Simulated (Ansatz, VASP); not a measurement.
# MgS: VASP beside Ansatz

INCAR

```
PREC = Accurate
ENCUT = 520
EDIFF = 1E-7
ISMEAR = -1
SIGMA = 0.05
LREAL = False
LASPH = True
NELM = 100
ALGO = Normal
ISIF = 2
LWAVE = False
LCHARG = False
GGA = PS
NBANDS = 16
```

File KPOINTS:

```
regular mesh
0
Gamma
  8 8 4
```

The input POSCAR:

```
MgS
1.0
    4.0613425392      0.0000000000      0.0000000000
   -2.0306712696      3.5172258124      0.0000000000
    0.0000000000      0.0000000000      6.4748933962
S Mg
2 2
Direct
    0.6666666667      0.3333333333      0.8792441500
    0.3333333333      0.6666666667      0.3792441500
    0.3333333333      0.6666666667      0.9957548500
    0.6666666667      0.3333333333      0.4957548500
```

The input input.yaml:

```yaml
crystal:
  lattice:
    - [4.0613425392, 0.0, 0.0]
    - [-2.0306712696, 3.5172258124, 0.0]
    - [0.0, 0.0, 6.4748933962]
  atoms:
    - { symbol: S, position: [0.6666666667, 0.3333333333, 0.87924415] }
    - { symbol: S, position: [0.3333333333, 0.6666666667, 0.37924415] }
    - { symbol: Mg, position: [0.3333333333, 0.6666666667, 0.99575485] }
    - { symbol: Mg, position: [0.6666666667, 0.3333333333, 0.49575485] }
hamiltonian:
  xc: pbesol
  pseudopotentials: { kind: paw }
kpoints:
  mp_grid: { grid: [8, 8, 4] }
scf:
  occupations: { method: fermi_dirac, width: 0.05 }
output:
  forces: true
  stress: true
  eigenvalues: true
```

Change from the starting cell: volume scaled by 1.02.

Alike in both runs: task single point; functional PBEsol; k mesh 8 × 8 × 4; occupations fermi-dirac, width 0.05 eV; no spin polarisation.

|  | VASP | Ansatz |
| --- | --- | --- |
| version | VASP 6.6.1 | Ansatz 0.2.0 |
| potentials or method | VASP PAW PBE potentials, release 64 (S, Mg) | Ansatz PAW |
| plane-wave cutoff (eV) | 520 | 420 |
| valence electrons in the cell | 16 | 32 |

|  | VASP | Ansatz | Ansatz less VASP |
| --- | --- | --- | --- |
| gap on the k mesh at the Fermi level (eV) | 3.18 | 3.17 | -0.001 |
| least direct gap on the mesh (eV) | 3.18 | 3.17 | -0.001 |
| pressure (GPa) | -1.5 | -1.4 | +0.10 |
| largest component of the traceless stress (GPa) | 0.16 | 0.17 | +0.007 |
| rms of the force components (eV/Å) | 0.027 | 0.027 | -0.0002 |

Atom by atom the forces differ by 0.000 eV/Å (rms over components). The two sets of potentials don't hold the same shells in valence.

Caveats: the PAW data sets were made with another functional, which shifts forces and pressure a little (VASP); the PAW data sets come from PBE, with cores solved anew for the run's functional, which leaves a small shift of forces and pressure (Ansatz).
